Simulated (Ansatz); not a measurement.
**Sb in Ansatz: the effect of functional**

Crystal: Sb.

```
Sb
1.0
     3.12240    0.00000    0.00000
     0.00000    4.34752    0.00000
    -0.03891    0.00000    4.40585
Sb
2
Direct
  0.01139 0.25000 0.24117
  0.98861 0.75000 0.75883
```

This isn't the form of Sb at room conditions, which is rhombohedral.

Alike in all runs:

| Property | Result |
| --- | --- |
| Program | Ansatz 0.2.0 |
| Task | single point |
| Potentials or basis | all-electron PAW datasets made for the crystal |
| k mesh | 6 × 4 × 4 |
| Occupations | fermi-dirac, width 0.05 eV |
| Spin | no spin polarisation |

```tsv
functional	cutoff	pressure (GPa)	largest force (eV/Å)
PBEsol	140 eV (chosen from the basis error)	?	?
HSE06	270 eV (chosen from the basis error)	-1.3	0.05
PBE0	270 eV (chosen from the basis error)	-1.4	0.06
```

Problem. What does the run with functional PBEsol give?

Solution. Pressure -1.9 GPa; largest force 0.05 eV/Å.

Caveats: all runs use coarse meshes; the k mesh is thin for a metal, which can move the energy by tens of meV per atom.

The runs don't all hold the same shells in valence.
